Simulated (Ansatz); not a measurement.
# SiC (Moissanite) (P6_3mc) in Ansatz: further runs

One crystal, SiC (Moissanite), is run at these levels: m-r2SCAN; tasks: single point, equation of state.

Everything below comes from runs of Ansatz 0.2.0. Logs are shortened: lines on timing, memory, paths and dates and some standing lists are left out, and cuts for length are marked.

### 1 Starting point

Symmetry: P6_3mc, No. 186, hexagonal system. The conventional cell has a = 3.076 Å, b = 3.076 Å, c = 5.048 Å, α = 90.00°, β = 90.00°, γ = 120.00°. Si (site symmetry 3m) is surrounded by 4 C at 1.87 to 1.94 Å. Around C (site symmetry 3m) lie 4 Si at 1.87 to 1.94 Å.

### 2 Single point, m-r2SCAN, 9.72 Å³/atom (volume scaled by 0.94)

File input.yaml:

```yaml
crystal:
  lattice:
    - [3.0132068704, 0.0, 0.0]
    - [-1.5066034352, 2.6095136966, 0.0]
    - [0.0, 0.0, 4.9449506768]
  atoms:
    - { symbol: Si, position: [0.6666666667, 0.3333333333, 0.5] }
    - { symbol: Si, position: [0.3333333333, 0.6666666667, 0.0] }
    - { symbol: C, position: [0.6666666667, 0.3333333333, 0.885] }
    - { symbol: C, position: [0.3333333333, 0.6666666667, 0.385] }
hamiltonian:
  xc: mr2scan
  pseudopotentials: { kind: paw }
kpoints:
  mp_grid: { grid: [10, 10, 5] }
scf:
  occupations: { method: fermi_dirac, width: 0.05 }
output:
  forces: true
  stress: true
  eigenvalues: true
```

Potentials or basis: Ansatz PAW.

Run with:

```
$ ansatz run input.yaml --threads 2 --pin off --max-ram 5120MiB --backend cpu --events-out ev --progress --plain --runs-dir out
```

Standard output:

```text
Warning: RAYON_NUM_THREADS=2 ignored (pool sized by the plan → 2); use --threads N
Engine: ansatz 0.2.0, aarch64-unknown-linux-gnu
Pseudopotentials: kind: paw
Pseudopotential: Si, paw, valence charge 4, recommended cutoff 500 eV (meta_gga), Si.paw.azcp
Pseudopotential: C, paw, valence charge 4, recommended cutoff 500 eV (meta_gga), C.paw.azcp
Functional definition: m-r2SCAN
  exchange = m_r2scan_x
  correlation = m_r2scan_c
Crystal: 4 atoms, lattice volume = 38.882 Å³
Basis set: ecut = 500 eV, 991 PW (Γ), exchange–correlation on 96×96×160 points (64 copies of the dense FFT grid, shifted against one another)
Bands: 12, of which v1, the nominal top of the filled ones, is band 8 counted from 1 (7 counted from 0)
Symmetry: 12 space group operations
Space group: P63mc (ITA 186), of the structure as read, at distance tolerance 3.4e-5 Å
k-points: 42 of 500 (time reversal used)
Non-local potential: Si, projectors of the file, l = 0: 2, l = 1: 2, l = 2: 2
Non-local potential: C, projectors of the file, l = 0: 2, l = 1: 2, l = 2: 1
PAW form: soft (Blöchl's): semilocal exchange-correlation on the pseudo side does not see the compensation charge
PAW frozen core: Si, regenerated for the run's functional (the file was generated under x = pbe(κ = 0.804, μ = 0.2195149727645171), c = pbe(β = 0.06672455060314922))
PAW frozen core: C, regenerated for the run's functional (the file was generated under x = pbe(κ = 0.804, μ = 0.2195149727645171), c = pbe(β = 0.06672455060314922))
PAW one-centre angular grid: Si, 302 points (default); XC on 160 Gauss nodes
PAW one-centre angular grid: C, 302 points (default); XC on 160 Gauss nodes
Initial density: superposition of atomic densities (neutral atoms: chi_scale 0, normalization atom), corrected by the library's trained network
Initial wavefunctions: pseudopotential atomic-orbital guess
Functional: x = mr2scan, c = mr2scan; τ floored in thin density (d = 2e-4 eV/Å³)
SCF iter   1: F=—  HF=-1782.391842 eV  |F-HF|=—  |Δ(HF+E_count)|=         —  Δρ=6.01e-3  dr2=9.83e-3  dr2_τ=4.69e-1  ethr=1.77e-3  ⟨swp⟩=5.2  Hψ=3389  notcnv=0
preconditioner: auto → none  [insulator: Δε(μ)=2.734 eV  Ē_g=13.226 eV  σ=0.050 eV  W_gap=1.00  n_scr=2 (ndim 8)  ℏωp=23.8 eV  f_vac=0.000  D(μ)=0.00/eV (n_scr^D=0)  ε∞_Penn≈4.2]
SCF iter   2: F=—  HF=-1782.494473 eV  |F-HF|=—  |Δ(HF+E_count)|=   1.03e-1  Δρ=4.22e-3  dr2=3.68e-3  dr2_τ=7.75e-5  ethr=6.14e-5  ⟨swp⟩=2.0  Hψ=1346  notcnv=0
SCF iter   3: F=—  HF=-1782.494484 eV  |F-HF|=—  |Δ(HF+E_count)|=   1.13e-5  Δρ=1.01e-3  dr2=3.19e-4  dr2_τ=1.36e-5  ethr=2.30e-5  ⟨swp⟩=2.5  Hψ=941  notcnv=0
SCF iter   4: F=—  HF=-1782.494556 eV  |F-HF|=—  |Δ(HF+E_count)|=   7.17e-5  Δρ=9.41e-5  dr2=2.17e-6  dr2_τ=6.52e-7  ethr=2.00e-6  ⟨swp⟩=2.0  Hψ=808  notcnv=0
SCF iter   5: F=—  HF=-1782.494556 eV  |F-HF|=—  |Δ(HF+E_count)|=   6.88e-7  Δρ=4.93e-5  dr2=7.48e-7  dr2_τ=2.64e-8  ethr=1.36e-8  ⟨swp⟩=2.0  Hψ=840  notcnv=0
SCF iter   6: F=—  HF=-1782.494556 eV  |F-HF|=—  |Δ(HF+E_count)|=   1.23e-7  Δρ=2.12e-5  dr2=1.35e-7  dr2_τ=1.13e-9  ethr=4.68e-9  ⟨swp⟩=2.0  Hψ=836  notcnv=0
SCF iter   7: F=-1782.494556 eV  HF=-1782.494556 eV  |F-HF|=6.30e-10  |Δ(HF+E_count)|=   1.54e-8  Δρ=5.37e-6  dr2=8.62e-9  dr2_τ=7.35e-11  ethr=6.25e-10  ⟨swp⟩=4.0  Hψ=1638  notcnv=0
SCF 1 converged in 7 iterations: F = -1782.494556 eV  dr2 = 8.62e-9
SCF converged after 7 iterations
Free energy (F): -1782.494556 eV
Harris-Foulkes:  -1782.494556 eV  (|F-HF|=6.30e-10)
Internal energy: -1782.494556 eV  (E = F + TS)
E sigma→0 (E₀):  -1782.494556 eV
Fermi energy:    11.831603 eV
--- Per-component energies (eV) ---
  E_band       = 61.109967
  E_kinetic    = 279.406916
  E_local      = -202.359656  (includes V_loc(G=0)·N_el)
  E_nonlocal   = 102.465624
  E_hartree    = 64.977996
  E_xc         = -205.191535
  E_vxc        = -240.688972  (∫ρ·V_xc dr)
  E_paw        = -1241.172001  (= ΣΔE_a)
  E_vpaw       = -18.935780  (= ΣTr[D̂ρ^β])
  E_aug_tail   = 0.000018  (compensation charges beyond the density's cutoff)
  E_vtau       = 11.264894  (kinetic-family band-sum trace: ∫τ·v_τ [+ j·A + Jᵃ·Aᵃ] dr)
  E_ewald      = -580.419505
  E_core_change = -0.202413  (= ΣΔE_core)
  E_smearing   = -0.000000  (= −TS)
  E_closure    = -0.000000  (closes the sum)
  Σ components = -1782.494556   (vs F -1782.494556, Δ=0.00e0)
--- Forces (eV/Å), atoms counted from 1 ---
  atom   1  Si     0.00000000     0.00000000     0.87608991
  atom   2  Si     0.00000000    -0.00000000     0.87608991
  atom   3  C      0.00000000     0.00000000    -0.87608562
  atom   4  C     -0.00000000    -0.00000000    -0.87608562
  max |Σ_I F_I| component: 8.58e-6 eV/Å
--- Stress (GPa, compression-positive) ---
       18.437031       0.000000       0.000000
        0.000000      18.437031       0.000000
        0.000000       0.000000      11.388002
  P = ⅓ Tr σ = 16.0874 GPa (160.874 kbar)
--- Band table (eV; the first three rows and the last of 42) ---
  k-point 0: bands = ["-6.5468", "-2.7381", "1.1127", "8.8112", "8.8112", "10.1893", "10.1893", "10.4836", "16.2388", "17.7059", "17.8952", "17.8952"]
  k-point 1: bands = ["-6.3351", "-3.4942", "2.2173", "8.9262", "8.9262", "9.3531", "10.0387", "10.0387", "16.4265", "17.9433", "17.9433", "18.4805"]
  k-point 2: bands = ["-5.7101", "-4.7137", "4.4492", "6.9956", "9.2419", "9.2419", "9.6654", "9.6654", "16.9723", "17.8055", "18.2469", "18.2469"]
  k-point 41: bands = ["-1.7200", "-1.3646", "2.0875", "2.4035", "3.9707", "4.8041", "8.1057", "8.5753", "15.8147", "16.1426", "16.9550", "18.1741"]
```

Wall time 2.1 s (2 threads of Arm Neoverse V2, shared host); peak memory 0.41 GiB.

Results:

```
Free energy            : -1782.4946 eV
Pressure               : 16.1 GPa
Largest force          : 0.876 eV/Å
Band gap on the k mesh : 2.77 eV, indirect (least direct gap 4.73 eV)
```

Caveat: odd divisions of the mesh miss points on the zone boundary, where band edges often lie, so the gap on the mesh can be too wide; the PAW data sets come from PBE, with cores solved anew for the run's functional, which leaves a small shift of forces and pressure.

### 3 Single point, m-r2SCAN, 9.93 Å³/atom (volume scaled by 0.96)

Edit input.yaml of step 2 so:

```diff
@@ -2,5 +2,5 @@
   lattice:
-    - [3.0132068704, 0.0, 0.0]
-    - [-1.5066034352, 2.6095136966, 0.0]
-    - [0.0, 0.0, 4.9449506768]
+    - [3.0344273363, 0.0, 0.0]
+    - [-1.5172136681, 2.6278911591, 0.0]
+    - [0.0, 0.0, 4.9797754205]
   atoms:
@@ -21 +21,5 @@
   eigenvalues: true
+  write_density: true
+  write_potential: true
+  elf: true
+  volumetric_format: npy
```

Potentials or basis: Ansatz PAW.

Run with:

```
$ ansatz run input.yaml --threads 2 --pin off --max-ram 5120MiB --backend cpu --events-out ev --progress --plain --runs-dir out
```

It took 2.8 s on 2 threads of Arm Neoverse V2, shared host; peak memory 0.41 GiB.

Results (log left out):

* Free energy: -1782.5623 eV
* Pressure: 10.3 GPa
* Largest force: 0.840 eV/Å
* Band gap on the k mesh: 2.80 eV, indirect (least direct gap 4.68 eV)

Caveat: odd divisions of the mesh miss points on the zone boundary, where band edges often lie, so the gap on the mesh can be too wide; the PAW data sets come from PBE, with cores solved anew for the run's functional, which leaves a small shift of forces and pressure.

### 4 Single point, m-r2SCAN, 10.13 Å³/atom (volume scaled by 0.98)

Edit input.yaml of step 3 so:

```diff
@@ -2,5 +2,5 @@
   lattice:
-    - [3.0344273363, 0.0, 0.0]
-    - [-1.5172136681, 2.6278911591, 0.0]
-    - [0.0, 0.0, 4.9797754205]
+    - [3.0553550827, 0.0, 0.0]
+    - [-1.5276775413, 2.6460151191, 0.0]
+    - [0.0, 0.0, 5.0141197845]
   atoms:
@@ -21,5 +21 @@
   eigenvalues: true
-  write_density: true
-  write_potential: true
-  elf: true
-  volumetric_format: npy
```

Run with:

```
$ ansatz run input.yaml --threads 2 --pin off --max-ram 5120MiB --backend cpu --events-out ev --progress --plain --runs-dir out
```

Run time: 2.1 s. Hardware: 2 threads of Arm Neoverse V2, shared host; peak memory 0.41 GiB.

It converged, with:

- Free energy: -1782.6015 eV
- Pressure: 5.0 GPa
- Largest force: 0.805 eV/Å
- Band gap on the k mesh: 2.83 eV, indirect (least direct gap 4.63 eV)

Caveat: odd divisions of the mesh miss points on the zone boundary, where band edges often lie, so the gap on the mesh can be too wide; the PAW data sets come from PBE, with cores solved anew for the run's functional, which leaves a small shift of forces and pressure.

### 5 Single point, m-r2SCAN, 10.34 Å³/atom

Edit input.yaml of step 4 so:

```diff
@@ -2,5 +2,5 @@
   lattice:
-    - [3.0553550827, 0.0, 0.0]
-    - [-1.5276775413, 2.6460151191, 0.0]
-    - [0.0, 0.0, 5.0141197845]
+    - [3.076, 0.0, 0.0]
+    - [-1.538, 2.663894142, 0.0]
+    - [0.0, 0.0, 5.048]
   atoms:
@@ -21 +21,5 @@
   eigenvalues: true
+  write_density: true
+  write_potential: true
+  elf: true
+  volumetric_format: npy
```

Run with:

```
$ ansatz run input.yaml --threads 2 --pin off --max-ram 5120MiB --backend cpu --events-out ev --progress --plain --runs-dir out
```

Run time: 2.7 s. Hardware: 2 threads of Arm Neoverse V2, shared host; peak memory 0.42 GiB.

Results (log left out):

```yaml
Free_energy: -1782.6146 eV
Pressure: 0.2 GPa
Largest_force: 0.773 eV/Å
Band_gap_on_the_k_mesh: 2.85 eV, indirect (least direct gap 4.58 eV)
```

Caveat: odd divisions of the mesh miss points on the zone boundary, where band edges often lie, so the gap on the mesh can be too wide; the PAW data sets come from PBE, with cores solved anew for the run's functional, which leaves a small shift of forces and pressure.

### 6 Single point, m-r2SCAN, 10.55 Å³/atom (volume scaled by 1.02)

Edit input.yaml of step 5 so:

```diff
@@ -2,5 +2,5 @@
   lattice:
-    - [3.076, 0.0, 0.0]
-    - [-1.538, 2.663894142, 0.0]
-    - [0.0, 0.0, 5.048]
+    - [3.0963714546, 0.0, 0.0]
+    - [-1.5481857273, 2.6815363392, 0.0]
+    - [0.0, 0.0, 5.0814314379]
   atoms:
@@ -21,5 +21 @@
   eigenvalues: true
-  write_density: true
-  write_potential: true
-  elf: true
-  volumetric_format: npy
```

Potentials or basis: Ansatz PAW.

Run with:

```
$ ansatz run input.yaml --threads 2 --pin off --max-ram 5120MiB --backend cpu --events-out ev --progress --plain --runs-dir out
```

Run time: 2.1 s. Hardware: 2 threads of Arm Neoverse V2, shared host; peak memory 0.41 GiB.

Results (log left out):

| Property | Result |
| --- | --- |
| Free energy | -1782.6042 eV |
| Pressure | -4.2 GPa |
| Largest force | 0.742 eV/Å |
| Band gap on the k mesh | 2.88 eV, indirect (least direct gap 4.53 eV) |

Caveat: odd divisions of the mesh miss points on the zone boundary, where band edges often lie, so the gap on the mesh can be too wide; the PAW data sets come from PBE, with cores solved anew for the run's functional, which leaves a small shift of forces and pressure.

### 7 Single point, m-r2SCAN, 10.75 Å³/atom (volume scaled by 1.04)

Edit input.yaml of step 6 so:

```diff
@@ -2,5 +2,5 @@
   lattice:
-    - [3.0963714546, 0.0, 0.0]
-    - [-1.5481857273, 2.6815363392, 0.0]
-    - [0.0, 0.0, 5.0814314379]
+    - [3.1164783262, 0.0, 0.0]
+    - [-1.5582391631, 2.6989494007, 0.0]
+    - [0.0, 0.0, 5.1144286705]
   atoms:
@@ -21 +21,5 @@
   eigenvalues: true
+  write_density: true
+  write_potential: true
+  elf: true
+  volumetric_format: npy
```

Run with:

```
$ ansatz run input.yaml --threads 2 --pin off --max-ram 5120MiB --backend cpu --events-out ev --progress --plain --runs-dir out
```

Run time: 2.8 s. Hardware: 2 threads of Arm Neoverse V2, shared host; peak memory 0.42 GiB.

The run converged. Its results:

```
Free energy            : -1782.5724 eV
Pressure               : -8.1 GPa
Largest force          : 0.712 eV/Å
Band gap on the k mesh : 2.90 eV, indirect (least direct gap 4.49 eV)
```

Caveat: odd divisions of the mesh miss points on the zone boundary, where band edges often lie, so the gap on the mesh can be too wide; the PAW data sets come from PBE, with cores solved anew for the run's functional, which leaves a small shift of forces and pressure.

### 8 Single point, m-r2SCAN, 10.96 Å³/atom (volume scaled by 1.06)

Edit input.yaml of step 7 so:

```diff
@@ -2,5 +2,5 @@
   lattice:
-    - [3.1164783262, 0.0, 0.0]
-    - [-1.5582391631, 2.6989494007, 0.0]
-    - [0.0, 0.0, 5.1144286705]
+    - [3.1363290418, 0.0, 0.0]
+    - [-1.5681645209, 2.7161406248, 0.0]
+    - [0.0, 0.0, 5.1470055276]
   atoms:
@@ -21,5 +21 @@
   eigenvalues: true
-  write_density: true
-  write_potential: true
-  elf: true
-  volumetric_format: npy
```

Run with:

```
$ ansatz run input.yaml --threads 2 --pin off --max-ram 5120MiB --backend cpu --events-out ev --progress --plain --runs-dir out
```

Wall time 2.2 s (2 threads of Arm Neoverse V2, shared host); peak memory 0.41 GiB.

Results (log left out):

- Free energy: -1782.5211 eV
- Pressure: -11.7 GPa
- Largest force: 0.684 eV/Å
- Band gap on the k mesh: 2.89 eV, indirect (least direct gap 4.44 eV)

Caveat: odd divisions of the mesh miss points on the zone boundary, where band edges often lie, so the gap on the mesh can be too wide; the PAW data sets come from PBE, with cores solved anew for the run's functional, which leaves a small shift of forces and pressure.

### 9 Equation of state, m-r2SCAN

Potentials or basis: Ansatz PAW.

No new run: the results of the series are fitted here.

Results:

```
Equilibrium volume                        : 10.35 Å³/atom
Bulk modulus at fixed shape and positions : 227 GPa
Pressure derivative of the bulk modulus   : 3.9
```

Energy against volume, from the lowest point:
```
volume (Å³/atom)  energy (meV/atom)
           9.721              30.01
           9.927              13.07
          10.134               3.28
          10.341               0.00
          10.548               2.61
          10.755              10.56
          10.961              23.37
```

Caveat: the cell was scaled at fixed shape and fractional positions, which overstates the stiffness of a crystal with free parameters, most of all of layers and chains; the PAW data sets were made with another functional, which shifts forces and pressure a little.
